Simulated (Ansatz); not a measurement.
Si, simple cubic: how the functional moves the structure

All rows: Ansatz, plane waves with scalar-relativistic PAW, 420 eV (500 eV for the SCAN forms), relaxed under each functional, no dispersion correction, no zero-point motion. B₀ comes from uniform scaling at fixed shape; a dash is a value not given.

```csv
functional,V (Å³/atom),cell,B₀ (GPa),magnetic state,ΔE to diamond (meV/atom)
PBE,16.20,a = 2.530 Å,102,spin not included,348
r²SCAN,16.05,a = 2.523 Å,106,spin not included,471
LDA,15.62,a = 2.500 Å,111,spin not included,278
revPBE,16.36,a = 2.539 Å,99,spin not included,371
RPBE,16.42,a = 2.542 Å,99,spin not included,380
BLYP,17.36,a = 2.590 Å,77,spin not included,594
```

(1) What does PBEsol give?

## Answers

(1) V (Å³/atom): 15.83; cell: a = 2.511 Å; B₀ (GPa): 109; magnetic state: spin not included; ΔE to diamond (meV/atom): 259.
